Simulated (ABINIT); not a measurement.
Runs of ABINIT 10.8.3 (patched build) on Rh. Symmetry: P6_3/mmc, No. 194, hexagonal system. The conventional cell has a = 2.731 Å, b = 2.731 Å, c = 4.428 Å, α = 90.00°, β = 90.00°, γ = 120.00°. Rh (site symmetry -6m2) is surrounded by 12 Rh at 2.72 to 2.73 Å. This isn't the form of Rh at room conditions, which is fcc.

```tsv
task	level	potentials or basis	cell	cell freedom (optcell)	cutoff smearing ecutsm (Ha)	optimiser (ionmov)	force stop (Ha/bohr)	gap on the mesh (eV)	pressure (GPa)	relaxed volume (Å³/atom)
relaxation of cell and atoms	PBEsol	JTH PAW PBE v2.0	relaxed	2	0.5	2	0.0005	none	0.0	13.59
single point	PBE	JTH PAW PBE v2.0	as given	-	-	-	-	none	-3.8	-
single point	PBE	JTH PAW PBE v2.0	atoms moved at random, drawn with an rms of 0.05 Å	-	-	-	-	none	-2.5	-
relaxation of cell and atoms	LDA	JTH PAW LDA v2.0	relaxed	2	0.5	2	0.0005	none	0.0	(a)
```

Alike in all rows: no spin polarisation; k mesh 11 × 11 × 6; cutoff (eV) 435; smearing fermi-dirac 0.05 eV.

Fill in the values left out.

(a) 13.29.

Caveats: the PAW data sets were made with another functional, which shifts forces and pressure a little (some runs).

A k mesh can miss the band edges, and the runs leave out spin-orbit coupling on Rh.

A gap of «none» marks a metal or a gap under the smearing width.
